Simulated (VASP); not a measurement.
# CoSi (P2_13) in VASP: settings compared

One crystal, CoSi, is run at these levels: LDA, PBE; tasks: relaxation of cell and atoms.

Program: VASP 6.6.1. These are calculated values, not measurements. Logs are shortened: lines on timing, memory, paths and dates and some standing lists are left out, and cuts for length are marked.

## (1) Starting point

Symmetry: P2_13, No. 198, cubic system. The conventional cell has a = 4.438 Å, b = 4.438 Å, c = 4.438 Å, α = 90.00°, β = 90.00°, γ = 90.00°. Co (site symmetry 3) has 7 Si at 2.28 to 2.47 Å as nearest neighbours. Si (site symmetry 3) is surrounded by 7 Co at 2.28 to 2.47 Å.

## (2) Relaxation of cell and atoms, LDA

Contents of INCAR:

```
  PREC = Accurate
  ENCUT = 600
  EDIFF = 1E-6
  ISMEAR = 1
  SIGMA = 0.1
  LREAL = F
  LASPH = T
  NELM = 80
  ALGO = Normal
  ISIF = 3
  LWAVE = F
  LCHARG = F
  GGA = CA
  IBRION = 2
  NSW = 90
  EDIFFG = -0.01
  KPAR = 4
```

Contents of KPOINTS:

```
regular mesh
0
Gamma
  8 8 8
```

Contents of POSCAR:

```
CoSi
1.0
    4.4380000000      0.0000000000      0.0000000000
    0.0000000000      4.4380000000      0.0000000000
    0.0000000000      0.0000000000      4.4380000000
Co Si
4 4
Direct
    0.1400000000      0.1400000000      0.1400000000
    0.3600000000      0.8600000000      0.6400000000
    0.6400000000      0.3600000000      0.8600000000
    0.8600000000      0.6400000000      0.3600000000
    0.8430000000      0.8430000000      0.8430000000
    0.6570000000      0.1570000000      0.3430000000
    0.3430000000      0.6570000000      0.1570000000
    0.1570000000      0.3430000000      0.6570000000
```

Potentials or basis: VASP PAW LDA potentials, release 64 (Co, Si).

The run is started by

```sh
cat potpaw_LDA.64/Co/POTCAR potpaw_LDA.64/Si/POTCAR > POTCAR
mpirun -np 4 vasp_std > vasp.out
```

OUTCAR:

```text
PREC = Accurate
   ENCUT = 600
   EDIFF = 1E-6
   ISMEAR = 1
   LREAL = F
   LASPH = T
   NELM = 80
   ISIF = 3
   GGA = CA
   IBRION = 2
   NSW = 90
   EDIFFG = -0.01

 ion  position               nearest neighbor table
   1  0.140  0.140  0.140-   5 2.28   6 2.33   7 2.33   8 2.33   7 2.47   8 2.47   6 2.47   2 2.72
                             4 2.72   2 2.72   4 2.72   3 2.72   3 2.72
   2  0.360  0.860  0.640-   6 2.28   5 2.33   7 2.33   8 2.33   7 2.47   8 2.47   5 2.47   1 2.72
                             3 2.72   1 2.72   3 2.72   4 2.72   4 2.72
   3  0.640  0.360  0.860-   7 2.28   6 2.33   5 2.33   8 2.33   8 2.47   6 2.47   5 2.47   4 2.72
                             2 2.72   2 2.72   4 2.72   1 2.72   1 2.72
   4  0.860  0.640  0.360-   8 2.28   6 2.33   7 2.33   5 2.33   6 2.47   5 2.47   7 2.47   3 2.72
                             1 2.72   1 2.72   3 2.72   2 2.72   2 2.72
   5  0.843  0.843  0.843-   1 2.28   2 2.33   3 2.33   4 2.33   3 2.47   4 2.47   2 2.47   6 2.75
                             7 2.75   8 2.75   6 2.75   8 2.75   7 2.75
   6  0.657  0.157  0.343-   2 2.28   1 2.33   3 2.33   4 2.33   3 2.47   4 2.47   1 2.47   8 2.75
                             5 2.75   5 2.75   7 2.75   7 2.75   8 2.75
   7  0.343  0.657  0.157-   3 2.28   2 2.33   1 2.33   4 2.33   4 2.47   2 2.47   1 2.47   8 2.75
                             5 2.75   8 2.75   6 2.75   6 2.75   5 2.75
   8  0.157  0.343  0.657-   4 2.28   2 2.33   3 2.33   1 2.33   2 2.47   1 2.47   3 2.47   7 2.75
                             5 2.75   7 2.75   5 2.75   6 2.75   6 2.75

  LATTYP: Found a simple cubic cell.
 ALAT       =     4.4380000000

  Lattice vectors:

 A1 = (   4.4380000000,   0.0000000000,   0.0000000000)
 A2 = (   0.0000000000,   4.4380000000,   0.0000000000)
 A3 = (   0.0000000000,   0.0000000000,   4.4380000000)

Analysis of symmetry for initial positions (statically):
=====================================================================
 Subroutine PRICEL returns:
 Original cell was already a primitive cell.

 Routine SETGRP: Setting up the symmetry group for a
 simple cubic supercell.

 Subroutine GETGRP returns: Found 12 space group operations
 (whereof  3 operations were pure point group operations)
 out of a pool of 48 trial point group operations.

The static configuration has the point symmetry C_3 .
 The point group associated with its full space group is T   .

Analysis of symmetry for dynamics (positions and initial velocities):
=====================================================================
 Subroutine PRICEL returns:
 Original cell was already a primitive cell.

 Routine SETGRP: Setting up the symmetry group for a
 simple cubic supercell.

 Subroutine GETGRP returns: Found 12 space group operations
 (whereof  3 operations were pure point group operations)
[... 145 lines left out ...]
   LRPA    =     F    only Hartree local field effects (RPA)
 conjugate gradient relaxation of ions
 non-spin polarized calculation
 Methfessel and Paxton  Order N= 1 SIGMA  =   0.10
  energy-cutoff  :      600.00
  volume of cell :       87.41
 maximum number of plane-waves:      2968
   NGX = 17   NGY = 17   NGZ = 17

--------------------------------------- Ionic step        1  -------------------------------------------

 number of electron      51.9999992 magnetization

 Free energy of the ion-electron system (eV)
  ---------------------------------------------------
  ext. energy  EPLUGINS =         0.00000000
  ---------------------------------------------------
  free energy    TOTEN  =       -62.42144476 eV

  energy without entropy =      -62.42456052  energy(sigma->0) =      -62.42248335

------------------------ aborting loop because EDIFF is reached ----------------------------------------

  FORCE on cell =-STRESS in cart. coord.  units (eV):
  Direction    XX          YY          ZZ          XY          YZ          ZX
  --------------------------------------------------------------------------------------
  -------------------------------------------------------------------------------------
  Total       -6.7970936     -6.7970936     -6.7970936     -0.0000000      0.0000000      0.0000000
  in kB     -124.5867741   -124.5867741   -124.5867741     -0.0000000      0.0000000      0.0000000
  external PRESSURE =    -124.5867741 kB  Pullay stress =       0.0000000 kB
[... 107 lines left out ...]
  FREE ENERGIE OF THE ION-ELECTRON SYSTEM (eV)
  ---------------------------------------------------
  free  energy   TOTEN  =       -62.6155051112 eV

  energy  without entropy=      -62.6178905439  energy(sigma->0) =      -62.61630026

[... ionic steps 4 to 7 ...]

--------------------------------------- Ionic step        8  -------------------------------------------

 number of electron      51.9999976 magnetization

------------------------ aborting loop because EDIFF is reached ----------------------------------------
[... 79 lines left out ...]
--------------------------------------- Ionic step       10  -------------------------------------------

 number of electron      51.9999975 magnetization

 Free energy of the ion-electron system (eV)
  ---------------------------------------------------
  ext. energy  EPLUGINS =         0.00000000
  ---------------------------------------------------
  free energy    TOTEN  =       -62.64391056 eV

  energy without entropy =      -62.64584668  energy(sigma->0) =      -62.64455593

 E-fermi :  12.8020     XC(G=0): -13.3281

 val. band max:       12.7953026544   @ k =   0.1250   0.1250   0.1250
 cond. band min:      12.8077218761   @ k =   0.5000   0.5000   0.3750
 fundamental gap:      0.0124192217
 Fermi energy:        12.8020157510

 k-point     1 :       0.0000    0.0000    0.0000
  band No.  band energies     occupation
      1      -1.2308      2.00000
      2       4.4297      2.00000
      3       4.4297      2.00000
      4       4.4297      2.00000
      5       7.1211      2.00000
      6       7.1211      2.00000
[... 805 lines left out ...]
     30      14.9798      0.00000
     31      15.8873      0.00000

 [... further k-points ...]

------------------------ aborting loop because EDIFF is reached ----------------------------------------

  FORCE on cell =-STRESS in cart. coord.  units (eV):
  Direction    XX          YY          ZZ          XY          YZ          ZX
  --------------------------------------------------------------------------------------
  -------------------------------------------------------------------------------------
  Total        0.0108761      0.0108761      0.0108761      0.0000000      0.0000000      0.0000000
  in kB        0.2113847      0.2113847      0.2113847      0.0000000      0.0000000      0.0000000
  external PRESSURE =       0.2113847 kB  Pullay stress =       0.0000000 kB
[... 23 lines left out ...]
  FREE ENERGIE OF THE ION-ELECTRON SYSTEM (eV)
  ---------------------------------------------------
  free  energy   TOTEN  =       -62.6439105581 eV

  energy  without entropy=      -62.6458466835  energy(sigma->0) =      -62.64455593

 reached required accuracy - stopping structural energy minimisation
```

OSZICAR:

```text
N       E                     dE             d eps       ncg     rms          rms(c)
DAV:   1     0.375642070732E+03    0.37564E+03   -0.24787E+04  2790   0.217E+03
DAV:   2    -0.316267698265E+02   -0.40727E+03   -0.39803E+03  2790   0.432E+02
DAV:   3    -0.662963974158E+02   -0.34670E+02   -0.33598E+02  3246   0.148E+02
DAV:   4    -0.681026053329E+02   -0.18062E+01   -0.17854E+01  3712   0.317E+01
[... 92 lines left out ...]
DAV:   2    -0.626450403126E+02   -0.41926E-03   -0.17522E-02  4076   0.171E+00    0.244E-01
DAV:   3    -0.626439353931E+02    0.11049E-02   -0.69727E-03  3945   0.108E+00    0.501E-02
DAV:   4    -0.626439133795E+02    0.22014E-04   -0.20103E-04  3228   0.116E-01    0.147E-02
DAV:   5    -0.626439110874E+02    0.22921E-05   -0.11737E-05  3909   0.299E-02    0.825E-03
DAV:   6    -0.626439105581E+02    0.52929E-06   -0.12544E-06  1675   0.953E-03
  10 F= -.62643911E+02 E0= -.62644556E+02  d E =-.190416E-03
```

Wall time 1.8 min (4 MPI ranks of Intel Xeon 6975P-C (Granite Rapids), shared host); peak memory 0.26 GiB.

What came out:

```yaml
Free_energy: -62.6439 eV
Relaxed_volume: 10.30 Å³/atom
Relaxed_cell: a = 4.352 Å, b = 4.352 Å, c = 4.352 Å, α = 90.00°, β = 90.00°, γ = 90.00°
Space_group_after_relaxing_to_0.05_Å: P2_13 (No. 198)
Energy_gained_by_relaxing: 27.8 meV/atom
Ionic_steps: 10
Pressure_after_relaxing: 0.0 GPa
Largest_force_after_relaxing: 0.005 eV/Å
Band_gap_on_the_k_mesh: none (metal or under the smearing width)
```

Forces in eV/Å, atoms in the order of the input:
```
Co   0.001  0.001  0.001
Co  -0.001 -0.001  0.001
Co   0.001 -0.001 -0.001
Co  -0.001  0.001 -0.001
Si  -0.003 -0.003 -0.003
Si   0.003  0.003 -0.003
Si  -0.003  0.003  0.003
Si   0.003 -0.003  0.003
```

Step by step:
```tsv
step	energy change (eV)	largest force (eV/Å)	pressure (GPa)	volume (Å³)
1	0.0000	0.1644	-12.46	87.41
2	0.1548	0.5937	21.50	77.10
3	-0.1941	0.3425	-0.10	82.78
4	-0.1941	0.3462	0.16	82.69
5	-0.2110	0.2202	0.36	82.56
6	-0.2218	0.0597	0.56	82.37
7	-0.2219	0.0620	0.36	82.35
8	-0.2219	0.0064	-0.73	82.68
9	-0.2223	0.0316	-0.22	82.52
10	-0.2225	0.0052	0.02	82.43
```

Final structure:
```
Co Si
1.0
     4.35214    0.00000    0.00000
     0.00000    4.35214    0.00000
     0.00000    0.00000    4.35214
Co Si
4 4
Direct
  0.14578 0.14578 0.14578
  0.35422 0.85422 0.64578
  0.64578 0.35422 0.85422
  0.85422 0.64578 0.35422
  0.84316 0.84316 0.84316
  0.65684 0.15684 0.34316
  0.34316 0.65684 0.15684
  0.15684 0.34316 0.65684
```

Spin polarisation is off, so any magnetic state and its effect on volume and gap are missing. Zero-point motion and thermal expansion aren't in these numbers.

## (3) Relaxation of cell and atoms, LDA

This run uses another cell than the first one, of 10.30 Å³/atom, 0.943 times its volume.

INCAR, as its differences from that of step 2:

```diff
@@ -2,3 +2,3 @@
   ENCUT = 600
-  EDIFF = 1E-6
+  EDIFF = 1E-7
   ISMEAR = 1
@@ -15,3 +15,3 @@
   NSW = 90
-  EDIFFG = -0.01
+  EDIFFG = -0.005
   KPAR = 4
```

KPOINTS is that of step 2.

Contents of POSCAR:

```
CoSi                                    
1.0
    4.3521433157     -0.0000000000      0.0000000000
   -0.0000000000      4.3521433157      0.0000000000
   -0.0000000000     -0.0000000000      4.3521433157
  Co              Si            
     4     4
Direct
     0.1457780591538974    0.1457780591538974    0.1457780591538974
     0.3542219408461025    0.8542219408461025    0.6457780591538975
     0.6457780591538975    0.3542219408461025    0.8542219408461025
     0.8542219408461025    0.6457780591538975    0.3542219408461025
     0.8431630922662771    0.8431630922662771    0.8431630922662771
     0.6568369077337229    0.1568369077337231    0.3431630922662769
     0.3431630922662769    0.6568369077337229    0.1568369077337231
     0.1568369077337231    0.3431630922662769    0.6568369077337229
```

Potentials or basis: VASP PAW LDA potentials, release 64 (Co, Si).

The run is started by

```sh
cat potpaw_LDA.64/Co/POTCAR potpaw_LDA.64/Si/POTCAR > POTCAR
mpirun -np 4 vasp_std > vasp.out
```

Run time: 27 s. Hardware: 4 MPI ranks of Intel Xeon 6975P-C (Granite Rapids), shared host; peak memory 0.25 GiB.

It converged, with:

- Free energy: -62.6420 eV
- Relaxed volume: 10.31 Å³/atom
- Relaxed cell: a = 4.353 Å, b = 4.353 Å, c = 4.353 Å, α = 90.00°, β = 90.00°, γ = 90.00°
- Space group after relaxing (to 0.05 Å): P2_13 (No. 198)
- Energy gained by relaxing: 0.0 meV/atom
- Ionic steps: 2
- Pressure after relaxing: -0.1 GPa
- Band gap on the k mesh: none (metal or under the smearing width)

Final structure:
```
Co Si
1.0
     4.35266    0.00000    0.00000
     0.00000    4.35266    0.00000
     0.00000    0.00000    4.35266
Co Si
4 4
Cartesian
  0.6346 0.6346 0.6346
  1.5418 3.7181 2.8109
  2.8109 1.5418 3.7181
  3.7181 2.8109 1.5418
  3.6699 3.6699 3.6699
  2.8591 0.6828 1.4935
  1.4935 2.8591 0.6828
  0.6828 1.4935 2.8591
```

Levels at points of the mesh, in eV from the Fermi level:
```csv
k point,band 23,band 24,band 25,band 26,band 27,band 28,band 29,band 30
"(0.00, 0.00, 0.00)",-0.83,-0.83,0.01,0.01,0.01,2.76,2.76,2.76
"(0.50, 0.00, 0.00)",-0.68,-0.68,-0.51,-0.51,1.10,1.10,1.68,1.68
"(0.50, 0.50, 0.00)",-1.07,-1.07,-0.03,-0.03,0.66,0.66,2.23,2.23
"(0.50, 0.50, 0.50)",-1.31,-1.31,-0.23,-0.23,-0.23,-0.23,5.76,5.76
```

[end of part 1 of 2]
